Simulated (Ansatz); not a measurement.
# HfSi3O8: the cost of one run

Computed with Ansatz 0.2.0 (DFT PBE, scalar-relativistic, plane waves, PAW, unless a step's input says otherwise).

### Step 1. The structure to begin with

It takes space group P-4m2 (No. 115, tetragonal). Conventional cell: a = 4.601 Å, b = 4.601 Å, c = 6.507 Å, α = 90.00°, β = 90.00°, γ = 90.00°. Hf (site symmetry -4m2) is surrounded by 4 O at 1.41 Å. Si (site symmetry -4m2) has 4 O at 1.41 Å as nearest neighbours. Around Si (site symmetry 2mm) lie 4 O at 1.41 Å. O (site symmetry m) is surrounded by 2 Si at 1.41 Å. O (site symmetry m) is surrounded by 1 Hf at 1.41 Å and 1 Si at 1.41 Å.

Coordinates:

```
Hf Si O
1.0
     4.60086    0.00000    0.00000
     0.00000    4.60086    0.00000
     0.00000    0.00000    6.50660
Hf Si O
1 3 8
Direct
  0.50000 0.50000 0.00000
  0.00000 0.00000 0.50000
  0.50000 0.00000 0.25000
  0.00000 0.50000 0.75000
  0.25000 0.00000 0.37500
  0.75000 0.50000 0.87500
  0.75000 0.00000 0.37500
  0.25000 0.50000 0.87500
  0.00000 0.75000 0.62500
  0.50000 0.25000 0.12500
  0.00000 0.25000 0.62500
  0.50000 0.75000 0.12500
```

The start is an ordering of an alloy on its end members' structure types: elements ordered on the sites of the SiO2 type, Hf/Si on Si (P-4m2, No. 115).

### Step 2. The guess as it stands, on a coarse mesh

Input file input.yaml:

```yaml
crystal:
  lattice:
    - [4.60085867, 0.0, 0.0]
    - [0.0, 4.60085867, 0.0]
    - [0.0, 0.0, 6.50659673]
  atoms:
    - { symbol: Hf, position: [0.5, 0.5, 0.0] }
    - { symbol: Si, position: [0.0, 0.0, 0.5] }
    - { symbol: Si, position: [0.5, 0.0, 0.25] }
    - { symbol: Si, position: [0.0, 0.5, 0.75] }
    - { symbol: O, position: [0.25, 0.0, 0.375] }
    - { symbol: O, position: [0.75, 0.5, 0.875] }
    - { symbol: O, position: [0.75, 0.0, 0.375] }
    - { symbol: O, position: [0.25, 0.5, 0.875] }
    - { symbol: O, position: [0.0, 0.75, 0.625] }
    - { symbol: O, position: [0.5, 0.25, 0.125] }
    - { symbol: O, position: [0.0, 0.25, 0.625] }
    - { symbol: O, position: [0.5, 0.75, 0.125] }
basis:
  ecutwfc: 420
kpoints:
  mp_grid: { grid: [4, 4, 4] }
hamiltonian:
  xc: pbe
scf:
  occupations: { method: gaussian, width: 0.1 }
  lower_state_search: "off"
output:
  forces: true
  stress: true
  eigenvalues: true
```

The run is started by

```console
ansatz run input.yaml --threads 1 --pin off --max-ram 2560MiB --backend cpu --events-out ev --progress --plain --runs-dir out
```

**Question.** How long does this run take on 1 thread of Intel Xeon 6975P-C (Granite Rapids), shared host, and how much memory does it need?

About 8.1 s, with a peak of 0.44 GiB.
